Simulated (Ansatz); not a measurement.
Set up this calculation in Ansatz 0.2.0, as the native input.

```
Task                : single point
Functional          : PBEsol
Potentials or basis : Ansatz PAW
Cutoff              : 420 eV (not typed: the program's choice for these potentials)
k mesh              : 9 × 9 × 5
Occupations         : fermi-dirac, width 0.05 eV
Spin                : no spin polarisation
```

Pb:

```
Pb
1.0
     3.03861   -1.75032    0.00000
     3.03861    1.75032    0.00000
    -2.11546    0.00000    6.09522
Pb
2
Direct
  0.89920 0.91261 0.72889
  0.09341 0.08248 0.27147
```

This isn't the form of Pb at room conditions, which is fcc.

The cell isn't the ideal one: atoms moved at random, drawn with an rms of 0.05 Å.

These files were run (other wordings do the same):

input.yaml

```yaml
crystal:
  lattice:
    - [3.0386068135, -1.75031996, 0.0]
    - [3.0386068135, 1.75031996, 0.0]
    - [-2.1154626375, 0.0, 6.0952248674]
  atoms:
    - { symbol: Pb, position: [0.8992, 0.912609, 0.728888] }
    - { symbol: Pb, position: [0.093415, 0.082484, 0.271471] }
hamiltonian:
  xc: pbesol
  pseudopotentials: { kind: paw }
kpoints:
  mp_grid: { grid: [9, 9, 5] }
scf:
  occupations: { method: fermi_dirac, width: 0.05 }
output:
  forces: true
  stress: true
  eigenvalues: true
  write_density: true
  write_potential: true
  elf: true
  volumetric_format: npy
```

Potentials or basis: Ansatz PAW.

Launch:

```bash
$ ansatz run input.yaml --threads 2 --pin off --max-ram 5632MiB --backend cpu --events-out ev --progress --plain --runs-dir out
```

It gave:

```
Pressure               : -1.9 GPa
Largest force          : 0.195 eV/Å
Band gap on the k mesh : none (metal or under the smearing width)
```

Caveat: the PAW data sets come from PBE, with cores solved anew for the run's functional, which leaves a small shift of forces and pressure.

It took 5.3 s on 2 threads of Intel(R) Xeon(R) 6975P-C (Granite Rapids) (shared host), peak memory 0.52 GiB.
